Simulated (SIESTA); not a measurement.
Runs of SIESTA 5.4.2 on Zr. It takes space group P6_3/mmc (No. 194, hexagonal). The conventional cell has a = 3.232 Å, b = 3.232 Å, c = 5.147 Å, α = 90.00°, β = 90.00°, γ = 120.00°. Zr (site symmetry -6m2) is surrounded by 12 Zr at 3.18 to 3.23 Å. 

| task | level | potentials or basis | cell | optimiser | force tolerance | gap on the mesh (eV) | pressure (GPa) |
| --- | --- | --- | --- | --- | --- | --- | --- |
| band structure | PBE | SG15 1.2 (PBE files) or PseudoDojo by element, DZP (energy shift 0.002 Ry) | as given | - | - | none | (a) |
| band structure | BLYP | PseudoDojo 0.4 standard (PBE files), DZP (energy shift 0.002 Ry) | as given | - | - | none | 4.0 |
| band structure | vdW-DF-cx | PseudoDojo 0.4 standard (PBE files), DZP (energy shift 0.002 Ry; radii capped at 9.5 bohr) | as given | - | - | none | -2.8 |
| relaxation of cell and atoms | RPBE | PseudoDojo 0.4 standard (PBE files), DZP (energy shift 0.002 Ry; radii capped at 9.5 bohr) | relaxed | CG | 0.04 eV/Å | none | 0.0 |

Alike in all rows: no spin polarisation; k mesh 9 × 9 × 5; smearing fermi-dirac 0.05 eV; grid cutoff 800 Ry; energy shift 0.002 Ry.

**Question.** Fill in the values left out.

**Answer.** (a) -0.2.

Caveats: semicore shells carry a single zeta, which can move pressures by several GPa and volumes by a few percent; the basis of atomic orbitals isn't converged, which shifts pressures, moduli and gaps; the potentials were made for another functional, which shifts forces and pressure (some runs).

A k mesh can miss the band edges, and the runs leave out spin-orbit coupling on Zr.

A gap of «none» marks a metal or a gap under the smearing width.

Not every run made on this cell is shown here.
